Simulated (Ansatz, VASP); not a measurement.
Two plane-wave programs on Ge

```
CELL_PARAMETERS angstrom
0.00000 2.91930 5.11055
2.67358 0.00000 5.11055
2.67358 2.91930 0.00000
ATOMIC_POSITIONS crystal
Ge 0.77381 0.77381 0.22619
Ge 0.22619 0.22619 0.77381
Ge 0.27006 0.72994 0.27006
Ge 0.72994 0.27006 0.72994
```

Alike in both runs: task single point; functional PBE; k mesh 12 × 12 × 12; occupations gaussian, width 0.1 eV; no spin polarisation.

```csv
,VASP,Ansatz
version,VASP 6.6.1,Ansatz 0.2.0
potentials or method,"VASP PAW PBE potentials, release 64 (Ge_d)","scalar-relativistic, plane waves, PAW"
plane-wave cutoff (eV),520,420
valence electrons in the cell,56,56
```

Ansatz gave:

```
gap on the k mesh at the Fermi level (eV)       : none
pressure (GPa)                                  : -1.9
largest component of the traceless stress (GPa) : 0.72
rms of the force components (eV/Å)              : 0.039
```

Question: What did VASP give for the same quantities?

Answer: gap on the k mesh at the Fermi level (eV): none; pressure (GPa): -1.9; largest component of the traceless stress (GPa): 0.73; rms of the force components (eV/Å): 0.038.

Atom by atom the forces differ by 0.000 eV/Å (rms over components). A gap of «none» marks a metal or a gap that the smearing closes.
